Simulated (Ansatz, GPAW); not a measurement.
Given: the input of a run of Ansatz 0.2.0 on TiAl. The cell comes from a database or a generator and needn't be the stable form of this composition.

File input.yaml:

```yaml
crystal:
  lattice:
    - [3.179064, 0.0, 0.0]
    - [0.0, 3.179064, 0.0]
    - [0.0, 0.0, 3.179064]
  atoms:
    - { symbol: Ti, position: [0.0, 0.0, 0.0] }
    - { symbol: Al, position: [0.5, 0.5, 0.5] }
hamiltonian:
  xc: lda
  pseudopotentials: { kind: paw }
kpoints:
  mp_grid: { grid: [8, 8, 8] }
scf:
  occupations: { method: gaussian, width: 0.1 }
output:
  forces: true
  stress: true
  eigenvalues: true
```

Potentials or basis: Ansatz PAW.

Run with:

```sh
$ ansatz run input.yaml --threads 1 --pin off --max-ram 3584MiB --backend cpu --events-out ev --progress --plain --runs-dir out
```

Translate it to GPAW 26.7.0 (ASE script). Potentials or basis there: the program's PAW data sets (release 1.2.1) made for this functional, cutoff 600 eV.

As run (cutoffs and basis follow the program's own potentials, and thresholds, step limits or extra output files can differ):

The input run.py:

```python
from ase import Atoms
from ase.dft.bandgap import bandgap
from ase.io import write
from ase.units import GPa
from gpaw import GPAW, PW

atoms = Atoms(['Ti', 'Al'],
              cell=[[3.179064, 0.0, 0.0],
                    [0.0, 3.179064, 0.0],
                    [0.0, 0.0, 3.179064]],
              scaled_positions=[[0.0, 0.0, 0.0],
                                [0.5, 0.5, 0.5]],
              pbc=True)

calc = GPAW(mode=PW(600),
            xc='LDA',
            kpts={'size': (8, 8, 8), 'gamma': True},
            occupations={'name': 'methfessel-paxton', 'order': 0, 'width': 0.1},
            nbands=17,
            convergence={'density': 1e-05, 'energy': 1e-05},
            maxiter=150,
            txt='gpaw.txt')
atoms.calc = calc
energy = atoms.get_potential_energy()
forces = atoms.get_forces()
stress = atoms.get_stress()
calc.write('gs.gpw')
write('result.traj', atoms)
print(f'Energy: {energy:.6f} eV')
print('Forces (eV/A):')
print(forces.round(4))
print('Stress (GPa):', (stress / GPa).round(3))
print('Fermi level:', round(calc.get_fermi_level(), 4), 'eV')
print(f'Gap: {bandgap(calc)[0]:.4f} eV, direct: {bandgap(calc, direct=True)[0]:.4f} eV')
```

Potentials or basis: the program's PAW data sets (release 1.2.1) made for this functional, pw.

Command:

```console
$ OMP_NUM_THREADS=1 python run.py
```

Both were run:

|  | Ansatz | GPAW |
| --- | --- | --- |
| Pressure | -5.8 GPa | -5.9 GPa |

Ansatz's pressure holds a Pulay term of +0.05 GPa for its cutoff of 420 eV, which the other run lacks.

Ansatz's potentials were made for PBE.

Where Ansatz's input types no cutoff or centring, it takes its own default and a Γ-centred mesh.

The two programs' LDA may be different fits to the electron gas.

Pressure is positive in compression.
